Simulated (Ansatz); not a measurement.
The cell comes from COD entry 9011656, which wasn't checked; take it as a given geometry. The listed cell was then made from it by scaling, straining or moving an atom.

Si: DFT, PBE, PAW with Ansatz's default frozen-core files, scalar-relativistic (Ansatz 0.2.0). What sets it apart from a plain run of this crystal: volume scaled by 0.94.

Command: `ansatz run input.yaml --threads 1 --pin off --max-ram 3072MiB --backend cpu --events-out ev --progress --plain --runs-dir out` The run took 14 s on 1 thread of Arm Neoverse V1, with other jobs on the host, peak memory 0.42 GiB.

```yaml
crystal:
  lattice:
    - [-2.2050483307, 2.3201496985, 1.2489722886]
    - [2.2050483307, -2.3201496985, 1.2489722886]
    - [2.2050483307, 2.3201496985, -1.2489722886]
  atoms:
    - { symbol: Si, position: [0.807, 0.557, 0.25] }
    - { symbol: Si, position: [0.193, 0.443, 0.75] }
kpoints:
  mp_grid: { grid: [16, 16, 16] }
scf:
  occupations: { method: fermi_dirac, width: 0.05 }
hamiltonian:
  xc: pbe
  pseudopotentials: { kind: paw }
output:
  forces: true
  stress: true
  eigenvalues: true
  efg: { contact_densities: true }
  write_density: true
  write_potential: true
  elf: true
  volumetric_format: npy
```

Output (standing set-up lines are left out):

```
Crystal: 2 atoms, lattice volume = 25.559 Å³
Basis set: ecut = 420 eV, 505 PW (Γ), exchange–correlation on 48×48×48 points (8 copies of the dense FFT grid, shifted against one another)
Space group: Imma (ITA 74), of the structure as read, at distance tolerance 2.9e-5 Å
SCF iter   1: F=—  HF=-1270.663086 eV  |F-HF|=—  |Δ(HF+E_count)|=         —  Δρ=2.94e-3  dr2=1.64e-3  ethr=1.77e-3  ⟨swp⟩=5.2  Hψ=40225  notcnv=0
preconditioner: auto → none  [metal: Δε(μ)=0.003 eV  Ē_g=11.316 eV  σ=0.050 eV  W_gap=0.02  n_scr=4 (ndim 8)  ℏωp=20.8 eV  f_vac=0.000  D(μ)=0.74/eV (n_scr^D=4)  sad-step TF]
SCF iter   2: F=—  HF=-1270.662992 eV  |F-HF|=—  |Δ(HF+E_count)|=   9.41e-5  Δρ=1.73e-3  dr2=5.84e-4  ethr=2.05e-5  ⟨swp⟩=1.3  Hψ=10284  notcnv=0
SCF iter   3: F=—  HF=-1270.662888 eV  |F-HF|=—  |Δ(HF+E_count)|=   1.04e-4  Δρ=6.25e-5  dr2=5.87e-7  ethr=7.30e-6  ⟨swp⟩=2.0  Hψ=7412  notcnv=0
SCF iter   4: F=—  HF=-1270.662894 eV  |F-HF|=—  |Δ(HF+E_count)|=   6.24e-6  Δρ=6.61e-6  dr2=7.87e-9  ethr=7.34e-9  ⟨swp⟩=2.2  Hψ=7338  notcnv=0
iter 5 did not close the SCF: its close was put off for the readings that it lacked (scf_convergence_deferred on its scf_iter line)
SCF iter   5: F=-1270.662894 eV  HF=-1270.662894 eV  |F-HF|=1.24e-10  |Δ(HF+E_count)|=  8.54e-10  Δρ=1.01e-6  dr2=1.01e-10  ethr=9.84e-11  ⟨swp⟩=2.6  Hψ=7471  notcnv=0
SCF iter   6: F=-1270.662894 eV  HF=-1270.662894 eV  |F-HF|=2.27e-13  |Δ(HF+E_count)|=  1.32e-10  Δρ=1.19e-7  dr2=1.68e-12  ethr=1.26e-12  ⟨swp⟩=3.6  Hψ=21008  notcnv=0
SCF 1 converged in 6 iterations: F = -1270.662894 eV  dr2 = 1.68e-12
  greatest PAW one-centre occupation: 0.659 electrons in one spin orbital (limit 2), on the Si atom at site 1 (counted from 0), in its partial waves of l = 0
SCF converged after 6 iterations
Free energy (F): -1270.662894 eV
Harris-Foulkes:  -1270.662894 eV  (|F-HF|=2.27e-13)
Internal energy: -1270.656933 eV  (E = F + TS)
E sigma→0 (E₀):  -1270.659914 eV
Entropy (-TS):   -0.005961 eV (-2.980 meV/atom)
Fermi energy:    12.200502 eV
--- Per-component energies (eV) ---
  E_band       = 48.834006
  E_kinetic    = 89.614803
  E_local      = 7.436516  (includes V_loc(G=0)·N_el)
  E_nonlocal   = 52.727718
  E_hartree    = 1.602662
  E_xc         = -114.757130
  E_vxc        = -99.316123  (∫ρ·V_xc dr)
  E_paw        = -1025.485565  (= ΣΔE_a)
  E_vpaw       = -4.834241  (= ΣTr[D̂ρ^β])
  E_aug_tail   = 0.000012  (compensation charges beyond the density's cutoff)
  E_ewald      = -281.795947
  E_smearing   = -0.005961  (= −TS)
  E_closure    = 0.000000  (closes the sum)
  Σ components = -1270.662894   (vs F -1270.662894, Δ=0.00e0)
--- Forces (eV/Å), atoms counted from 1 ---
  atom   1  Si     0.00000000     0.00000000    -0.06735868
  atom   2  Si     0.00000000     0.00000000     0.06735868
  max |Σ_I F_I| component: 1.39e-17 eV/Å
--- Stress (GPa, compression-positive) ---
       26.423932       0.000000       0.000000
        0.000000      30.918408       0.000000
        0.000000       0.000000      26.400592
  P = ⅓ Tr σ = 27.9143 GPa (279.143 kbar)
--- PAW observables at the nuclei: V_zz in 10²¹ V/m², potentials from the cell's mean, atoms counted from 1 ---
  atom   1  Si V_zz =    -2.735903   η = 0.2296   by run symmetry: allowed
            electrostatic potential = -1364.793342 V   contact ρ = 12813.126535 e/Å³
  atom   2  Si V_zz =    -2.735903   η = 0.2296   by run symmetry: allowed
            electrostatic potential = -1364.793342 V   contact ρ = 12813.126535 e/Å³
--- Band table (eV; the first three rows and the last of 621) ---
  k-point 0: bands = ["-3.2095", "9.0741", "9.5925", "10.7568", "12.9874", "20.0578", "21.8449", "22.7215"]
  k-point 1: bands = ["-3.1543", "8.4315", "9.4429", "11.2813", "13.4401", "19.3839", "22.1001", "22.6917"]
  k-point 2: bands = ["-2.9887", "7.1414", "9.5462", "11.7836", "14.6756", "18.2437", "21.3827", "22.6830"]
  k-point 620: bands = ["2.7352", "3.8244", "4.0584", "4.3650", "18.2635", "18.8178", "27.3816", "27.7681"]
```
